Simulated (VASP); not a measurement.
**Li2O: single point with RPBE**

Crystal: Li2O.

```
CELL_PARAMETERS angstrom
3.29067 0.00000 0.00000
1.64533 2.84980 0.00000
1.64533 0.94993 2.68682
ATOMIC_POSITIONS crystal
O 0.00000 0.00000 0.00000
Li 0.25000 0.25000 0.25000
Li 0.75000 0.75000 0.75000
```

The cell comes from a database or a generator and needn't be the stable form of this composition.

```yaml
Program: VASP 6.6.1
Task: single point
Functional: RPBE
Potentials_or_basis: VASP PAW PBE potentials, release 54 (O, Li_sv)
Cutoff: 520 eV
k_mesh: 10 × 10 × 10
Occupations: gaussian, width 0.02 eV
Spin: no spin polarisation
Further_INCAR_settings: ALGO = Normal; EDIFF = 1.00e-07; NBANDS = 13
```

The band gap on the k mesh is 5.06 eV, indirect (least direct gap 5.22 eV).

Levels at points of the mesh, in eV from the valence-band top:
```tsv
k point	band 3	band 4	band 5	band 6	band 7	band 8	band 9	band 10
(0.00, 0.00, 0.00)	-15.51	0.00	0.00	0.00	5.22	12.05	12.05	12.05
(0.50, 0.00, 0.00)	-15.29	-2.68	-0.43	-0.43	9.18	9.76	12.13	12.13
(0.50, 0.50, 0.00)	-15.24	-1.56	-1.32	-1.32	5.06	13.55	13.55	14.61
```

Wall time 14 s on 1 thread of Intel(R) Xeon(R) Platinum 8488C (Sapphire Rapids), on a shared host, peak memory 0.13 GiB.

 A k mesh can miss the band edges.
